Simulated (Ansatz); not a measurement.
The system is Te.

```
Te
1.0
     2.30590    1.33131    1.69095
    -2.30590    1.33131    1.69095
     0.00000   -2.66263    1.69095
Te
1
Direct
  0.50000 0.50000 0.50000
```

This isn't the form of Te at room conditions, which is trigonal, of chains.

Base run:

| Item | Value |
| --- | --- |
| Program | Ansatz 0.2.0 |
| Functional | PBEsol |
| Potentials or basis | all-electron LAPW, non-relativistic |
| Cutoff | 178 eV |
| Density cutoff | 713 eV |
| Basis error allowed | 0.001 eV/atom |
| k mesh | 9 × 9 × 9 |
| Occupations | fermi-dirac, width 0.05 eV |
| Spin | no spin polarisation |

Its results: pressure 0.7 GPa.

**Question.** The run is repeated on the same cell with these changes: potentials or basis from all-electron LAPW, non-relativistic to all-electron LAPW, scalar-relativistic; k mesh from 9 × 9 × 9 to 7 × 7 × 7. What comes out?

**Answer.** Pressure -0.4 GPa.

Caveats: relativity is left out, which matters for the heavier elements (some runs); the k mesh is thin for a metal, which can move the energy by tens of meV per atom (some runs).

Not every run made on this cell is shown here.
